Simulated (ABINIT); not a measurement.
**Ta: equation of state with PBE**

**Experimental background.**

From “Refinement of the equation of state of tantalum”, 2004, arxiv:cond-mat/0403080, for a bulk crystal of Ta: bulk modulus 194 GPa.

Crystal: Ta.

```xyz
1
Lattice="-1.6513 1.6513 1.6513 1.6513 -1.6513 1.6513 1.6513 1.6513 -1.6513" Properties=species:S:1:pos:R:3 pbc="T T T"
Ta    0.0000    0.0000    0.0000
```

| Item | Value |
| --- | --- |
| Program | ABINIT 10.8.3 (patched build) |
| Task | equation of state |
| Functional | PBE |
| Potentials or basis | JTH PAW PBE v2.0 |
| Cutoff | 517 eV |
| k mesh | 11 × 11 × 11 |
| Occupations | fermi-dirac, width 0.05 eV |
| Spin | no spin polarisation |

```yaml
Equilibrium_volume: 18.26 Å³/atom
Bulk_modulus: 195 GPa
Pressure_derivative_of_the_bulk_modulus: 4.1
```

Energy against volume, from the lowest point:
| volume (Å³/atom) | energy (meV/atom) |
| --- | --- |
| 16.930 | 66.09 |
| 17.290 | 33.61 |
| 17.650 | 12.41 |
| 18.010 | 1.52 |
| 18.371 | 0.00 |
| 18.731 | 6.71 |
| 19.091 | 21.07 |

Wall time 46 s on 1 thread of Arm Neoverse V2 (shared host), peak memory 0.13 GiB.

Measured bulk modulus of Ta: 194 GPa (quoted in “Refinement of the equation of state of tantalum”, 2004, arxiv:cond-mat/0403080). This calculation gives 195 GPa (+0.5 %). The fit is for a static lattice scaled at fixed shape and fixed fractional positions.

Caveat: pressures at fixed basis lie under the slope of the energies. PBE usually gives volumes a little too large and moduli too small.
